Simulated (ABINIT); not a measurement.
# Pt (Im-3m) in ABINIT: settings compared

Aim: see how the results for Pt move with the level of theory and the settings. Levels: LDA, PBEsol, r2SCAN. Tasks: equation of state.

All numbers are computed with ABINIT 10.8.3 (patched build); they aren't measurements. Logs are shortened: lines on timing, memory, paths and dates and some standing lists are left out, and cuts for length are marked. The log counts tension as positive stress, the text compression.

## 1. The crystal as given

Symmetry: Im-3m, No. 229, cubic system. The conventional cell has a = 3.168 Å, b = 3.168 Å, c = 3.168 Å, α = 90.00°, β = 90.00°, γ = 90.00°. Around Pt (site symmetry m-3m) lie 8 Pt at 2.74 Å.

This isn't the form of Pt at room conditions, which is fcc.

## 2. Equation of state, LDA

Contents of run.abi:

```
# Datasets: one volume each
ndtset 7
getwfk -1
scalecart1 3*0.9795861087
scalecart2 3*0.9864848297
scalecart3 3*0.9932883884
scalecart4 3*1.0000000000
scalecart5 3*1.0066227096
scalecart6 3*1.0131594038
scalecart7 3*1.0196128224

# Pseudopotentials
pp_dirpath "./"
pseudos "Pt.LDA_PW-JTH.xml"

# Structure
acell 2.7439495304 2.7439495304 2.7439495304 Angstrom
rprim
    -0.5773502692     0.5773502692     0.5773502692
     0.5773502692    -0.5773502692     0.5773502692
     0.5773502692     0.5773502692    -0.5773502692
ntypat 1
znucl 78
natom 1
typat 1
xred
     0.0000000000     0.0000000000     0.0000000000

# Plane-wave basis
ecut 16.0
pawecutdg 32.0

# k points
kptopt 1
ngkpt 12 12 12
nshiftk 1
shiftk 0.0 0.0 0.0

# Exchange and correlation
ixc 7

# Bands and occupations
nband 9
occopt 3
tsmear 0.05 eV

# SCF cycle
nstep 100
tolvrs 1.0e-9

# Output
iomode 3
prtwf 1
prtden 0
prteig 0
prtebands 0
enunit 2
```

Potentials or basis: JTH PAW LDA v2.0.

Run with:

```sh
$ abinit run.abi > log 2>&1
```

run.abo:

```text
.Version 10.8.3 of ABINIT
 DATASET    1 : space group Im -3 m (#229); Bravais cI (body-center cubic)
================================================================================
 Values of the parameters that define the memory need for DATASET  1.
     intxc =       0    ionmov =       0      iscf =      17    lmnmax =      18
     lnmax =       6     mgfft =      20  mpssoang =       3    mqgrid =    3001
     natom =       1  nloc_mem =       2    nspden =       1   nspinor =       1
    nsppol =       1      nsym =      48    n1xccc =       1    ntypat =       1
    occopt =       3   xclevel =       1
       mpw =         321          nfft =        8000          nkpt =          72
 PAW method is used; the additional fine FFT grid is defined by:
   mgfftf=        27    nfftf =     19683
================================================================================
================================================================================
[... 71 lines left out ...]
 DATASET    7 : space group Im -3 m (#229); Bravais cI (body-center cubic)
================================================================================
 Values of the parameters that define the memory need for DATASET  7.
     intxc =       0    ionmov =       0      iscf =      17    lmnmax =      18
     lnmax =       6     mgfft =      20  mpssoang =       3    mqgrid =    3001
     natom =       1  nloc_mem =       2    nspden =       1   nspinor =       1
    nsppol =       1      nsym =      48    n1xccc =       1    ntypat =       1
    occopt =       3   xclevel =       1
       mpw =         370          nfft =        8000          nkpt =          72
 PAW method is used; the additional fine FFT grid is defined by:
   mgfftf=        30    nfftf =     27000
================================================================================
================================================================================

--------------------------------------------------------------------------------
------------- Echo of variables that govern the present computation ------------
--------------------------------------------------------------------------------
 -outvars: echo values of preprocessed input variables --------
            acell      5.1853131158E+00  5.1853131158E+00  5.1853131158E+00 Bohr
              amu      1.95080000E+02
             ecut      1.60000000E+01 Hartree
           enunit           2
           getwfk          -1
                       outvar_i_n : Printing only first  50 k-points.
              ixc           7
           jdtset        1    2    3    4    5    6    7
                       outvar_i_n : Printing only first  50 k-points.
         kptrlatt       12    0    0      0   12    0      0    0   12
          kptrlen1     6.09535284E+01
          kptrlen2     6.13827927E+01
          kptrlen3     6.18061357E+01
          kptrlen4     6.22237574E+01
          kptrlen5     6.26358473E+01
          kptrlen6     6.30425849E+01
          kptrlen7     6.34441409E+01
            natom           1
            nband           9
           ndtset           7
            ngfft          20      20      20
          ngfftdg1         27      27      27
          ngfftdg2         30      30      30
          ngfftdg3         30      30      30
          ngfftdg4         30      30      30
          ngfftdg5         30      30      30
          ngfftdg6         30      30      30
          ngfftdg7         30      30      30
             nkpt          72
            nstep         100
             nsym          48
           ntypat           1
                       prtocc : prtvol=0, do not print more k-points.
           occopt           3
        pawecutdg      3.20000000E+01 Hartree
           prtden           0
        prtebands           0
           prteig           0
            rprim1    -5.6556430356E-01  5.6556430356E-01  5.6556430356E-01
                       5.6556430356E-01 -5.6556430356E-01  5.6556430356E-01
                       5.6556430356E-01  5.6556430356E-01 -5.6556430356E-01
            rprim2    -5.6954728199E-01  5.6954728199E-01  5.6954728199E-01
                       5.6954728199E-01 -5.6954728199E-01  5.6954728199E-01
                       5.6954728199E-01  5.6954728199E-01 -5.6954728199E-01
            rprim3    -5.7347531844E-01  5.7347531844E-01  5.7347531844E-01
                       5.7347531844E-01 -5.7347531844E-01  5.7347531844E-01
                       5.7347531844E-01  5.7347531844E-01 -5.7347531844E-01
            rprim4    -5.7735026920E-01  5.7735026920E-01  5.7735026920E-01
                       5.7735026920E-01 -5.7735026920E-01  5.7735026920E-01
                       5.7735026920E-01  5.7735026920E-01 -5.7735026920E-01
            rprim5    -5.8117389237E-01  5.8117389237E-01  5.8117389237E-01
                       5.8117389237E-01 -5.8117389237E-01  5.8117389237E-01
                       5.8117389237E-01  5.8117389237E-01 -5.8117389237E-01
            rprim6    -5.8494785453E-01  5.8494785453E-01  5.8494785453E-01
                       5.8494785453E-01 -5.8494785453E-01  5.8494785453E-01
                       5.8494785453E-01  5.8494785453E-01 -5.8494785453E-01
            rprim7    -5.8867373749E-01  5.8867373749E-01  5.8867373749E-01
                       5.8867373749E-01 -5.8867373749E-01  5.8867373749E-01
                       5.8867373749E-01  5.8867373749E-01 -5.8867373749E-01
          spgroup         229
           tolvrs      1.00000000E-09
           tsmear      1.83746611E-03 Hartree
            typat      1
           useylm           1
                       outvars : Printing only first  50 k-points.
            znucl       78.00000

================================================================================

 chkinp: Checking input parameters for consistency, jdtset=   1.

 chkinp: Checking input parameters for consistency, jdtset=   2.

 chkinp: Checking input parameters for consistency, jdtset=   3.

 chkinp: Checking input parameters for consistency, jdtset=   4.
[... 31 lines left out ...]
 getcut: wavevector=  0.0000  0.0000  0.0000  ngfft=  20  20  20
         ecut(hartree)=     16.000   => boxcut(ratio)=   2.19215

 Fine grid specifications (used for densities):

 getcut: wavevector=  0.0000  0.0000  0.0000  ngfft=  27  27  27
         ecut(hartree)=     32.000   => boxcut(ratio)=   2.01306

--- Pseudopotential description ------------------------------------------------
- pspini: atom type   1  psp file is ./Pt.LDA_PW-JTH.xml
 Pseudopotential format is: paw10
 basis_size (lnmax)=  6 (lmn_size= 18), orbitals=   0   0   1   1   2   2
 Spheres core radius: rc_sph= 2.51621648
 Shapefunction is SIN type: shapef(r)=[sin(pi*r/rshp)/(pi*r/rshp)]**2
 Radius for shape functions =  2.25451594
 Compensation charge density is not taken into account in XC energy/potential

   3.06778918E+02                                ecore*ucvol(ha*bohr**3)
--------------------------------------------------------------------------------

================================================================================

--- !BeginCycle
iteration_state: {dtset: 1, }
solver: {iscf: 17, nstep: 100, nline: 4, wfoptalg: 10, }
tolerances: {tolvrs: 1.00E-09, }
...

     iter   Etot(hartree)      deltaE(h)  residm     nres2
 ETOT  1  -27.079989382320    -2.708E+01 3.943E-01 7.005E+00
 ETOT  2  -27.213331877544    -1.333E-01 2.482E-02 3.810E+00
 ETOT  3  -27.185464147388     2.787E-02 7.625E-03 5.116E-01
 ETOT  4  -27.186031900230    -5.678E-04 2.829E-03 2.925E-01
 ETOT  5  -27.184845892634     1.186E-03 9.616E-04 5.950E-02
 ETOT  6  -27.184957474696    -1.116E-04 7.877E-04 4.626E-02
 ETOT  7  -27.185040914302    -8.344E-05 4.639E-04 6.692E-02
 ETOT  8  -27.187604920914    -2.564E-03 4.207E-04 7.525E-01
 ETOT  9  -27.184797553756     2.807E-03 3.113E-04 9.326E-03
 ETOT 10  -27.185154096375    -3.565E-04 1.367E-04 8.874E-02
[... 1298 lines left out ...]
 Cartesian components of stress tensor (hartree/bohr^3)
  sigma(1 1)=  8.84263098E-04  sigma(3 2)=  0.00000000E+00
  sigma(2 2)=  8.84263098E-04  sigma(3 1)=  0.00000000E+00
  sigma(3 3)=  8.84263098E-04  sigma(2 1)=  0.00000000E+00

-Cartesian components of stress tensor (GPa)         [Pressure= -2.6016E+01 GPa]
- sigma(1 1)=  2.60159185E+01  sigma(3 2)=  0.00000000E+00
- sigma(2 2)=  2.60159185E+01  sigma(3 1)=  0.00000000E+00
- sigma(3 3)=  2.60159185E+01  sigma(2 1)=  0.00000000E+00

== END DATASET(S) ==============================================================
================================================================================

 -outvars: echo values of variables after computation  --------
            acell      5.1853131158E+00  5.1853131158E+00  5.1853131158E+00 Bohr
           etotal1    -2.7184859997E+01
           etotal2    -2.7184633095E+01
           etotal3    -2.7184003001E+01
           etotal4    -2.7183021641E+01
           etotal5    -2.7181734117E+01
           etotal6    -2.7180179319E+01
           etotal7    -2.7178393708E+01
            fcart1    -0.0000000000E+00 -0.0000000000E+00 -0.0000000000E+00
            fcart2    -0.0000000000E+00 -0.0000000000E+00 -0.0000000000E+00
            fcart3    -0.0000000000E+00 -0.0000000000E+00 -0.0000000000E+00
            fcart4    -0.0000000000E+00 -0.0000000000E+00 -0.0000000000E+00
            fcart5    -0.0000000000E+00 -0.0000000000E+00 -0.0000000000E+00
            fcart6    -0.0000000000E+00 -0.0000000000E+00 -0.0000000000E+00
            fcart7    -0.0000000000E+00 -0.0000000000E+00 -0.0000000000E+00
            rprim1    -5.6556430356E-01  5.6556430356E-01  5.6556430356E-01
                       5.6556430356E-01 -5.6556430356E-01  5.6556430356E-01
                       5.6556430356E-01  5.6556430356E-01 -5.6556430356E-01
            rprim2    -5.6954728199E-01  5.6954728199E-01  5.6954728199E-01
                       5.6954728199E-01 -5.6954728199E-01  5.6954728199E-01
                       5.6954728199E-01  5.6954728199E-01 -5.6954728199E-01
            rprim3    -5.7347531844E-01  5.7347531844E-01  5.7347531844E-01
                       5.7347531844E-01 -5.7347531844E-01  5.7347531844E-01
[... 9 lines left out ...]
                       5.8494785453E-01  5.8494785453E-01 -5.8494785453E-01
            rprim7    -5.8867373749E-01  5.8867373749E-01  5.8867373749E-01
                       5.8867373749E-01 -5.8867373749E-01  5.8867373749E-01
                       5.8867373749E-01  5.8867373749E-01 -5.8867373749E-01
           strten1     3.0924128060E-06  3.0924128060E-06  3.0924128060E-06
                       0.0000000000E+00  0.0000000000E+00  0.0000000000E+00
           strten2     2.0799830499E-04  2.0799830499E-04  2.0799830499E-04
                       0.0000000000E+00  0.0000000000E+00  0.0000000000E+00
           strten3     3.8305821047E-04  3.8305821047E-04  3.8305821047E-04
                       0.0000000000E+00  0.0000000000E+00  0.0000000000E+00
           strten4     5.3508361264E-04  5.3508361264E-04  5.3508361264E-04
                       0.0000000000E+00  0.0000000000E+00  0.0000000000E+00
           strten5     6.6845846209E-04  6.6845846209E-04  6.6845846209E-04
                       0.0000000000E+00  0.0000000000E+00  0.0000000000E+00
           strten6     7.8359990685E-04  7.8359990685E-04  7.8359990685E-04
                       0.0000000000E+00  0.0000000000E+00  0.0000000000E+00
           strten7     8.8426309827E-04  8.8426309827E-04  8.8426309827E-04
                       0.0000000000E+00  0.0000000000E+00  0.0000000000E+00
 Calculation completed.
```

It took 53 s on 1 thread of Intel Xeon Platinum 8488C (Sapphire Rapids), shared host; peak memory 0.11 GiB.

Results:

```yaml
Equilibrium_volume: "14.95 Å³/atom (rough: see the caveat)"
Bulk_modulus: 297 GPa (rough)
```

Energy against volume, from the lowest point:
| volume (Å³/atom) | energy (meV/atom) |
| --- | --- |
| 14.950 | 0.00 |
| 15.268 | 6.17 |
| 15.586 | 23.32 |
| 15.904 | 50.02 |
| 16.222 | 85.06 |
| 16.540 | 127.37 |
| 16.858 | 175.96 |

Caveat: pressures at fixed basis lie under the slope of the energies; the minimum lies outside the volumes run. The run has no spin-orbit coupling, so splittings on Pt are missing.

## 3. Equation of state, PBEsol

run.abi: that of step 2 with these lines changed.

```diff
@@ -13,3 +13,3 @@
 pp_dirpath "./"
-pseudos "Pt.LDA_PW-JTH.xml"
+pseudos "Pt.GGA_PBE-JTH.xml"
 
@@ -31,2 +31,3 @@
 pawecutdg 32.0
+pawxcdev 0
 
@@ -39,3 +40,3 @@
 # Exchange and correlation
-ixc 7
+ixc -116133
```

Potentials or basis: JTH PAW PBE v2.0.

Run with:

```sh
$ abinit run.abi > log 2>&1
```

run.abo:

```text
.Version 10.8.3 of ABINIT
 DATASET    1 : space group Im -3 m (#229); Bravais cI (body-center cubic)
================================================================================
 Values of the parameters that define the memory need for DATASET  1.
     intxc =       0    ionmov =       0      iscf =      17    lmnmax =      18
     lnmax =       6     mgfft =      20  mpssoang =       3    mqgrid =    3001
     natom =       1  nloc_mem =       2    nspden =       1   nspinor =       1
    nsppol =       1      nsym =      48    n1xccc =       1    ntypat =       1
    occopt =       3   xclevel =       2
       mpw =         321          nfft =        8000          nkpt =          72
 PAW method is used; the additional fine FFT grid is defined by:
   mgfftf=        27    nfftf =     19683
================================================================================
================================================================================
[... 71 lines left out ...]
 DATASET    7 : space group Im -3 m (#229); Bravais cI (body-center cubic)
[... 1462 lines left out ...]
            fcart6    -0.0000000000E+00 -0.0000000000E+00 -0.0000000000E+00
            fcart7    -0.0000000000E+00 -0.0000000000E+00 -0.0000000000E+00
            rprim1    -5.6556430356E-01  5.6556430356E-01  5.6556430356E-01
                       5.6556430356E-01 -5.6556430356E-01  5.6556430356E-01
                       5.6556430356E-01  5.6556430356E-01 -5.6556430356E-01
[... 17 lines left out ...]
                       5.8867373749E-01  5.8867373749E-01 -5.8867373749E-01
           strten1    -2.1854913132E-04 -2.1854913132E-04 -2.1854913132E-04
                       0.0000000000E+00  0.0000000000E+00  0.0000000000E+00
           strten2    -3.3875922943E-06 -3.3875922943E-06 -3.3875922943E-06
                       0.0000000000E+00  0.0000000000E+00  0.0000000000E+00
           strten3     1.8125289136E-04  1.8125289136E-04  1.8125289136E-04
                       0.0000000000E+00  0.0000000000E+00  0.0000000000E+00
           strten4     3.4215050427E-04  3.4215050427E-04  3.4215050427E-04
                       0.0000000000E+00  0.0000000000E+00  0.0000000000E+00
           strten5     4.8389023855E-04  4.8389023855E-04  4.8389023855E-04
                       0.0000000000E+00  0.0000000000E+00  0.0000000000E+00
           strten6     6.0673546895E-04  6.0673546895E-04  6.0673546895E-04
                       0.0000000000E+00  0.0000000000E+00  0.0000000000E+00
           strten7     7.1450663823E-04  7.1450663823E-04  7.1450663823E-04
                       0.0000000000E+00  0.0000000000E+00  0.0000000000E+00
 Calculation completed.
```

It took 81 s on 1 thread of Intel Xeon Platinum 8488C (Sapphire Rapids), shared host; peak memory 0.13 GiB.

What came out:

```yaml
Equilibrium_volume: 15.28 Å³/atom
Bulk_modulus: 278 GPa
Pressure_derivative_of_the_bulk_modulus: 5.4
```

Energy against volume, from the lowest point:
```
volume (Å³/atom)  energy (meV/atom)
          14.950               6.44
          15.268               0.00
          15.586               5.10
          15.904              20.29
          16.222              44.32
          16.540              76.08
          16.858             114.56
```

Caveat: pressures at fixed basis lie under the slope of the energies; the PAW data sets were made with another functional, which shifts forces and pressure a little. Spin-orbit coupling is left out, which matters for the levels of Pt.

[end of part 1 of 2]
